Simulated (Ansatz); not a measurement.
# TiNi in Ansatz: the effect of functional

Crystal: TiNi.

```xyz
2
Lattice="2.6800 0.0000 0.0000 0.0000 2.6800 0.0000 0.0000 0.0000 3.5083" Properties=species:S:1:pos:R:3 pbc="T T T"
Ni    0.0000    0.0000    0.0000
Ti    1.3400    1.3400    1.7541
```

The cell comes from a database or a generator and needn't be the stable form of this composition.

The cell isn't the ideal one: volume scaled by 0.94.

Alike in all runs:

* Program: Ansatz 0.2.0
* Task: single point
* Potentials or basis: Ansatz PAW
* k mesh: 10 × 10 × 8
* Occupations: fermi-dirac, width 0.05 eV
* Spin: collinear spin, ferromagnetic start
* Starting moments: [1.0, 1.0] μB

| functional | cutoff | pressure (GPa) | moment (μB) |
| --- | --- | --- | --- |
| LDA | 420 eV (not typed: the program's choice for these potentials) | ? | ? |
| PBEsol | 420 eV (not typed: the program's choice for these potentials) | 4.1 | 0.00 |
| r2SCAN | 500 eV (not typed: the program's choice for these potentials) | 8.0 | 0.42 |

Q: What does the run with functional LDA give?

A: Pressure -2.2 GPa; moment 0.00 μB.

Caveats: the PAW data sets come from PBE, with cores solved anew for the run's functional, which leaves a small shift of forces and pressure; the starting moments weren't kept (some runs); the magnetic or orbital state may not be the lowest (some runs).
